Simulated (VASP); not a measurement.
## CdS (Greenockite): relaxation of cell and atoms with HSE06

Crystal: CdS (Greenockite).

```xyz
4
Lattice="4.1292 0.0000 0.0000 -2.0646 3.5760 0.0000 0.0000 0.0000 6.7319" Properties=species:S:1:pos:R:3 pbc="T T T"
Cd    0.0000    2.3840    6.7288
Cd    2.0646    1.1920    3.3629
S     0.0000    2.3840    2.5275
S     2.0646    1.1920    5.8935
```

| Property | Result |
| --- | --- |
| Program | VASP 6.6.1 |
| Task | relaxation of cell and atoms |
| Functional | HSE06 |
| Potentials or basis | VASP PAW PBE potentials, release 64 (Cd, S) |
| Cutoff | 520 eV |
| k mesh | 6 × 6 × 3 |
| Occupations | gaussian, width 0.03 eV |
| Spin | no spin polarisation |
| Grid for exact exchange (PRECFOCK) | Fast |
| Screening parameter | 0.2 1/A |
| Further INCAR settings | ALGO = Normal; EDIFF = 1e-06; IBRION = 2; EDIFFG = -0.01; NSW = 25; ISIF = 3 |

| Property | Result |
| --- | --- |
| Relaxed volume | 25.61 Å³/atom |
| Relaxed cell | a = 4.175 Å, b = 4.175 Å, c = 6.788 Å, α = 90.00°, β = 90.00°, γ = 120.00° |
| Space group after relaxing (to 0.05 Å) | P6_3mc (No. 186) |
| Energy gained by relaxing | 4.6 meV/atom |
| Ionic steps | 6 |
| Pressure after relaxing | 0.0 GPa |
| Largest force after relaxing | 0.006 eV/Å |
| Band gap on the k mesh | 2.19 eV, direct |

Forces on the atoms (eV/Å):
```
Cd   0.000  0.000 -0.006
Cd   0.000  0.000 -0.006
S    0.000  0.000  0.006
S    0.000  0.000  0.006
```

The path:
```csv
step,energy change (eV),largest force (eV/Å),pressure (GPa),volume (Å³)
1,0.0000,0.0069,1.93,99.40
2,-0.0155,0.0131,-0.71,103.78
3,-0.0183,0.0116,0.00,102.51
4,-0.0183,0.0116,0.04,102.45
5,-0.0184,0.0105,0.03,102.45
6,-0.0184,0.0063,0.03,102.45
```

Final structure:
```cif
data_structure
_symmetry_space_group_name_H-M 'P 1'
_symmetry_Int_Tables_number 1
_cell_length_a 4.1746
_cell_length_b 4.1746
_cell_length_c 6.7884
_cell_angle_alpha 90.000
_cell_angle_beta 90.000
_cell_angle_gamma 120.000
_cell_volume 102.45
loop_
_atom_site_label
_atom_site_type_symbol
_atom_site_fract_x
_atom_site_fract_y
_atom_site_fract_z
_atom_site_occupancy
Cd1 Cd 0.33333 0.66667 0.99920 1
Cd2 Cd 0.66667 0.33333 0.49920 1
S1 S 0.33333 0.66667 0.37580 1
S2 S 0.66667 0.33333 0.87580 1
```

Levels at points of the mesh, in eV from the valence-band top:
```csv
k point,band 16,band 17,band 18,band 19,band 20,band 21
"(0.00, 0.00, 0.00)",-0.04,0.00,0.00,2.19,3.86,7.65
"(0.50, 0.00, 0.00)",-1.91,-1.31,-0.77,4.81,4.94,6.11
```

Run time: 98 min on 4 MPI ranks on Intel(R) Xeon(R) Platinum 8259CL CPU @ 2.50GHz (Skylake/Cascade Lake), on a shared host, peak memory 0.35 GiB a rank.

Caveat: the PAW data sets were made with another functional, which shifts forces and pressure a little. Zero-point motion and thermal expansion aren't in these numbers.
